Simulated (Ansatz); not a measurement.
SnSe2:

```
CELL_PARAMETERS angstrom
3.81100 0.00000 0.00000
-1.90550 3.30042 0.00000
0.00000 0.00000 6.13600
ATOMIC_POSITIONS crystal
Sn 0.00000 0.00000 0.00000
Se 0.66667 0.33333 0.75100
Se 0.33333 0.66667 0.24900
```

Base run:

```yaml
Program: Ansatz 0.2.0
Functional: PBEsol
Potentials_or_basis: all-electron LAPW, non-relativistic
Cutoff: 239 eV (chosen from the basis error)
Basis_error_allowed: 0.002 eV/atom
k_mesh: 8 × 8 × 5
Occupations: fermi-dirac, width 0.05 eV
Spin: no spin polarisation
```

Its results: band gap on the k mesh 1.15 eV, indirect (least direct gap 1.69 eV); pressure 2.8 GPa; largest force 0.548 eV/Å.

Task: The run is repeated on the same cell with these changes: potentials or basis from all-electron LAPW, non-relativistic to all-electron LAPW, scalar-relativistic. What comes out?

Result: Band gap on the k mesh 0.74 eV, indirect (least direct gap 1.01 eV); pressure 2.5 GPa; largest force 0.598 eV/Å.

Caveats: spin-orbit coupling is left out, which moves the levels of the heavy elements; this functional lacks dispersion, which binds the layers, so the pressure and a relaxed spacing across them are unreliable; relativity is left out, which matters for the heavier elements (some runs).
